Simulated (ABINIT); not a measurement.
Wanted: the native input for an ABINIT 10.8.3 (patched build) run.

```
Task                                            : band structure
Functional                                      : RPBE
Potentials or basis                             : JTH PAW PBE v2.0
Cutoff                                          : 463 eV
k mesh                                          : 7 × 7 × 4
Occupations                                     : fermi-dirac, width 0.05 eV
Spin                                            : no spin polarisation
Fine-grid cutoff                                : 925.187 eV
Exchange and correlation inside the PAW spheres : full angular mesh (pawxcdev 0, this build's default; the released program takes 1)
```

The system is CdSe (Cadmoselite).

```
Cd Se
1.0
     4.30000    0.00000    0.00000
    -2.15000    3.72391    0.00000
     0.00000    0.00000    7.02000
Cd Se
2 2
Cartesian
  2.1500 1.2413 3.5100
  0.0000 2.4826 0.0000
  2.1500 1.2413 6.2127
  0.0000 2.4826 2.7027
```

The input as run:

run.abi

```
# Datasets: ground state, then fixed potential
ndtset 2

# Pseudopotentials
pp_dirpath "./"
pseudos "Cd.GGA_PBE-JTH.xml, Se.GGA_PBE-JTH.xml"

# Structure
acell 4.3 4.3 7.02 Angstrom
rprim
     1.0000000000     0.0000000000     0.0000000000
    -0.5000000000     0.8660254038     0.0000000000
     0.0000000000     0.0000000000     1.0000000000
ntypat 2
znucl 48 34
natom 4
typat 1 1 2 2
xcart
     2.1500000002     1.2413030786     3.5100000000
    -0.0000000002     2.4826061577     0.0000000000
     2.1500000002     1.2413030786     6.2127000000
    -0.0000000002     2.4826061577     2.7027000000 Angstrom

# Plane-wave basis
ecut 17.0
pawecutdg 34.0

# Exchange and correlation
ixc 15

# Bands and occupations
occopt 3
tsmear 0.05 eV

# SCF cycle
nstep 100

# Output
iomode 3
prtwf 0
prteig 0
prtebands 0
enunit 1
prtden1 1

# Dataset 1
kptopt1 1
ngkpt1 7 7 4
nshiftk1 1
shiftk1 0.0 0.0 0.0
nband1 22
tolvrs1 1.0e-9

# Dataset 2: bands along G-M-K-G-A-L-H-A
iscf2 -2
getden2 1
nband2 26
nbdbuf2 2
tolwfr2 1.0e-12
kptopt2 -7
ndivsm2 5
prteig2 1
kptbounds2
     0.0000000000     0.0000000000     0.0000000000
     0.5000000000     0.0000000000     0.0000000000
     0.3333333333     0.3333333333     0.0000000000
     0.0000000000     0.0000000000     0.0000000000
     0.0000000000     0.0000000000     0.5000000000
     0.5000000000     0.0000000000     0.5000000000
     0.3333333333     0.3333333333     0.5000000000
     0.0000000000     0.0000000000     0.5000000000
```

Potentials or basis: JTH PAW PBE v2.0.

Command:

```bash
$ abinit run.abi > log 2>&1
```

It gave:

| Item | Value |
| --- | --- |
| Largest force | 0.290 eV/Å |
| Band gap on the k mesh | 0.87 eV, direct |
| Valence electrons inside the program's atomic spheres | Cd 10.45; Se 3.98 |

Caveat: the PAW data sets were made with another functional, which shifts forces and pressure a little.

Wall time 3.4 min on 1 thread of Arm Neoverse V1, on a shared host, peak memory 0.17 GiB.
